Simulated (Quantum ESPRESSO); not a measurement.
# MgO under changes of volume

One of the cells (9.221 Å³/atom); the others are scaled copies at fixed shape and fractional positions:

```xyz
2
Lattice="0.0000 2.0970 2.0970 2.0970 0.0000 2.0970 2.0970 2.0970 0.0000" Properties=species:S:1:pos:R:3 pbc="T T T"
Mg    0.0000    0.0000    0.0000
O     2.0970    2.0970    2.0970
```

The cell is a database's computed one.

| Property | Result |
| --- | --- |
| Program | Quantum ESPRESSO 7.5 |
| Functional | r2SCAN |
| Potentials or basis | SG15 PBE 1.2 |
| Cutoff | 1197 eV |
| Density cutoff | 4789 eV |
| k mesh | 8 × 8 × 8 |
| Occupations | fermi-dirac, width 0.05 eV |
| Spin | no spin polarisation |

```tsv
volume (Å³/atom)	energy over the lowest point (meV/atom)	pressure (GPa)	gap on the mesh (eV)
8.668	30.73	14.8	6.32
8.853	16.07	10.3	6.09
9.037	?	?	?
9.221	1.17	2.5	5.66
9.406	0.00	-0.9	5.46
9.590	2.51	-3.9	5.27
9.775	8.34	-6.6	5.09
```

Q: What does the run at 9.037 Å³/atom give?

A: Energy over the lowest point 6.37 meV/atom; pressure 6.2 GPa; gap on the mesh 5.87 eV.

Worked out: A Birch-Murnaghan fit of order 3 (a polynomial in V^(-2/3)) to the other rows has its minimum at 9.37 Å³/atom with B0 = V·E''(V) = 165 GPa and B' = 4.0. It gives 6.40 meV/atom at 9.037 Å³/atom, against the run's 6.37, and -dE/dV = 6.4 GPa, against 6.2. A straight line through the other rows of the gap, of slope -10.3 eV per unit of ln V (its deformation potential), gives 5.88 eV, against the run's 5.87.

Energies are extrapolated to zero smearing.

Caveats: the potentials were made for another functional, which shifts forces and pressure.
